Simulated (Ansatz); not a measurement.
Runs of Ansatz 0.2.0 on BN. Symmetry: F-43m, No. 216, cubic system. Conventional cell: a = 3.626 Å, b = 3.626 Å, c = 3.626 Å, α = 90.00°, β = 90.00°, γ = 90.00°. N (site symmetry -43m) has 4 B at 1.57 Å as nearest neighbours. Around B (site symmetry -43m) lie 4 N at 1.57 Å. The cell is a database's computed one.

```tsv
task	level	potentials or basis	cell	k mesh	cutoff (eV)	smearing	basis error allowed	mesh quality	gap on the mesh (eV)	pressure (GPa)	relaxed volume (Å³/atom)
band structure	LDA	all-electron LAPW, scalar-relativistic	as given	13 × 13 × 13	448	fermi-dirac 0.05 eV	0.001 eV/atom	not flagged	4.42	-14.1	-
single point	PBE	all-electron LAPW, scalar-relativistic	as given	6 × 6 × 6	370	fermi-dirac 0.04 eV	0.004 eV/atom	coarse	(b)	(a)	-
relaxation of cell and atoms	PBEsol+D3(BJ)	all-electron LAPW, scalar-relativistic	relaxed	13 × 13 × 13	-	fermi-dirac 0.05 eV	0.001 eV/atom	not flagged	(c)	0.0	5.80
Born charges and dielectric tensor	PBE	all-electron PAW datasets made for the crystal	as given	13 × 13 × 13	580	fixed	-	not flagged	4.53	-	-
relaxation of cell and atoms	PBE+D4	all-electron LAPW, scalar-relativistic	relaxed	13 × 13 × 13	-	fermi-dirac 0.05 eV	0.001 eV/atom	not flagged	4.55	0.0	5.87
```

Alike in all rows: no spin polarisation.

Problem. Estimate the missing entries.

Solution. (a) -0.4; (b) 4.46; (c) 4.38.

Caveats: some runs use coarse meshes; an odd mesh through Γ misses points on the zone boundary, where band edges often lie (some runs); the program warned that the printed levels may be off, so bands, gaps and densities of states are rough (some runs).

Not every run made on this cell is shown here.
